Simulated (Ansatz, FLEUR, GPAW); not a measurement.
# The band gap of MgS, sorted by core time

```cif
data_structure
_symmetry_space_group_name_H-M 'F-43m'
_symmetry_Int_Tables_number 216
_cell_length_a 5.6662
_cell_length_b 5.6662
_cell_length_c 5.6662
_cell_angle_alpha 90.000
_cell_angle_beta 90.000
_cell_angle_gamma 90.000
_cell_volume 181.92
loop_
_atom_site_label
_atom_site_type_symbol
_atom_site_symmetry_multiplicity
_atom_site_Wyckoff_symbol
_atom_site_fract_x
_atom_site_fract_y
_atom_site_fract_z
_atom_site_occupancy
S1 S 4 d 0.25000 0.25000 0.75000 1
Mg1 Mg 4 a 0.00000 0.00000 0.00000 1
```

The cell comes from a database or a generator and needn't be the stable form of this composition.

```tsv
rung	level	program and potentials	cutoff (eV)	k mesh	task	spin	core time	chip	band gap (eV)	notes
LDA	SVWN5	Ansatz, JTH PAW LDA	870	8 × 8 × 8	single point	off	3.5 s	Arm Neoverse V2	3.17	-
GGA	PBEsol	Ansatz, all-electron LAPW, scalar-relativistic	-	8 × 8 × 8	single point	off	4.6 s	Arm Neoverse V2	3.28	-
LDA	LDA	Ansatz, all-electron LAPW, scalar-relativistic	-	8 × 8 × 8	single point	off	6.2 s	Intel Xeon	3.17	-
hybrid	r2SCANh	Ansatz, JTH PAW	900	4 × 4 × 4	projected density of states	collinear, program default start	36 s	AMD EPYC 7B13 Zen 3	4.70	coarse mesh; potentials made for PBE
hybrid	PBE0	Ansatz, PAW datasets made for the crystal	250	4 × 4 × 4	single point	off	52 s	Intel Xeon Skylake/Cascade Lake	5.21	coarse mesh
hybrid	HSE06	Ansatz, PAW datasets made for the crystal	250	4 × 4 × 4	single point	off	58 s	Intel Xeon Skylake/Cascade Lake	4.52	coarse mesh
hybrid	HSE06	Ansatz, PAW datasets made for the crystal	250	6 × 6 × 6	single point	off	2.1 min	AMD EPYC 7R43 Zen 3	4.51	-
hybrid	PBE0	Ansatz, PAW datasets made for the crystal	250	6 × 6 × 6	single point	off	2.2 min	AMD EPYC 7R43 Zen 3	5.19	-
LDA	LDA	FLEUR, all-electron, FLAPW	-	8 × 8 × 8	band structure	off	2.7 min	Intel Xeon Skylake/Cascade Lake	3.18	-
meta-GGA	r4SCAN	GPAW, GPAW PAW data sets (gpaw-data 1.2.1)	800	8 × 8 × 8	density of states	off	4.4 min	Arm Neoverse V1	4.08	potentials made for PBE
hybrid	r2SCAN-EpsX	Ansatz, JTH PAW	900	5 × 5 × 5	band structure	off	6.7 min	Arm Neoverse V2	5.69	potentials made for PBE; exact-exchange share 1/ε∞
```

Times are single runs on shared hosts and different chips, so they are rough; meshes, cutoffs and the tasks' sizes weigh on the time. Gaps are the least found on the k mesh or the band path, and a mesh can miss the band edges. Meshes differ between rows, which moves values too. All levels ran on this one cell, unrelaxed unless noted. Meshes are those of the run's cell of 2 atoms unless a note names another. Runs on faulty files, with rough fits or with known faults for this quantity aren't shown. PBE isn't shown for this crystal. No row holds spin-orbit coupling.

By rung: LDA 3.17 to 3.18; GGA 3.28; meta-GGA 4.08; hybrid 4.51 to 5.69; hybrid on coarse meshes 4.52 to 5.21 (eV).
